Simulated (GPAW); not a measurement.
Runs of GPAW 26.7.0 on Fe. Symmetry: Im-3m, No. 229, cubic system. The conventional cell has a = 2.886 Å, b = 2.886 Å, c = 2.886 Å, α = 90.00°, β = 90.00°, γ = 90.00°. Fe (site symmetry m-3m) has 8 Fe at 2.50 Å as nearest neighbours. 

```csv
task,level,potentials or basis,k mesh,cutoff (eV),kernel,eta,response ecut,scissors,maxiter,other keys,mesh quality,gap on the mesh (eV),pressure (GPa),moment (μB)
optical spectrum,LDA,"the program's PAW data sets (release 1.2.1) made for this functional, pw",10 × 10 × 10,500,RPA,0.2 eV,40 eV,0 eV,150,-,not flagged,none,-,2.14
magnons,LDA,"PAW data sets generated in the run's folder for this functional, pw",10 × 10 × 10,450,-,-,250 eV,-,150,-,not flagged,none,-,2.14
single point,LDA,"the program's PAW data sets (release 1.2.1) made for this functional, pw",10 × 10 × 10,500,-,-,-,-,120,-,not flagged,none,-27.5,2.14
RPA correlation energy,PBE,"GPAW PAW data sets (gpaw-data 1.2.1), pw",3 × 3 × 3,450,RPA,-,150 eV,-,75,"several, not listed",coarse,-,-,(a)
energy-loss spectrum,LDA,"the program's PAW data sets (release 1.2.1) made for this functional, pw",10 × 10 × 10,500,RPA,0.2 eV,50 eV,-,150,-,not flagged,none,-,2.14
single point,LDA,"PAW data sets generated in the run's folder for this functional, pw",10 × 10 × 10,450,-,-,-,-,120,-,not flagged,none,-29.9,2.14
```

Alike in all rows: spin collinear, ferromagnetic start; cell as given; smearing fermi-dirac 0.05 eV.

Problem. Fill in the values left out.

Solution. (a) 2.96.

Caveats: some runs use coarse meshes; the cutoff is short for stress and forces, so pressures can be off by a GPa or more (some runs); the intraband term hangs on this k mesh (some runs); the long-wavelength limit can be off by several per cent where d states take part (some runs); independent-particle spectra lack excitons (some runs); the number of bands moves the energies at small q by some ten meV (some runs); the exchange constants hang on this mesh and on the site radius (some runs); so large a pressure means that the cell lies far from this level's equilibrium, or that cutoff or potentials fall short (some runs).

A gap of «none» marks a metal or a gap under the smearing width.
